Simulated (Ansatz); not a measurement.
Runs of Ansatz 0.2.0 on ZrN. It takes space group Fm-3m (No. 225, cubic). Conventional cell: a = 4.600 Å, b = 4.600 Å, c = 4.600 Å, α = 90.00°, β = 90.00°, γ = 90.00°. Zr (site symmetry m-3m) is surrounded by 6 N at 2.30 Å. Around N (site symmetry m-3m) lie 6 Zr at 2.30 Å. 

```csv
task,level,potentials or basis,spin,cell,k mesh,cutoff (eV),smearing,pressure (GPa),relaxed volume (Å³/atom)
single point,LDA,"all-electron LAPW, scalar-relativistic",off,as given,10 × 10 × 10,280,gaussian 0.02 eV,(b),-
band structure,PBEsol,"all-electron LAPW, scalar-relativistic",off,as given,10 × 10 × 10,281,fermi-dirac 0.05 eV,-7.8,-
band structure,PBEsol,"all-electron LAPW, relativistic spinors","SOC, no magnetisation",as given,7 × 7 × 7,284,fermi-dirac 0.05 eV,(a),-
relaxation of cell and atoms,PBEsol,"all-electron LAPW, scalar-relativistic",off,relaxed,10 × 10 × 10,-,fermi-dirac 0.05 eV,0.0,11.79
relaxation of cell and atoms,revPBE,"all-electron LAPW, scalar-relativistic",off,relaxed,10 × 10 × 10,-,fermi-dirac 0.05 eV,0.0,12.27
```

Alike in all rows: basis error allowed 0.001 eV/atom.

Problem. Fill in the values left out.

Solution. (a) -7.6; (b) -12.6.

Caveats: the k mesh is thin for a metal, which can move the energy by tens of meV per atom (some runs).

Runs at the PBE level aren't shown here.
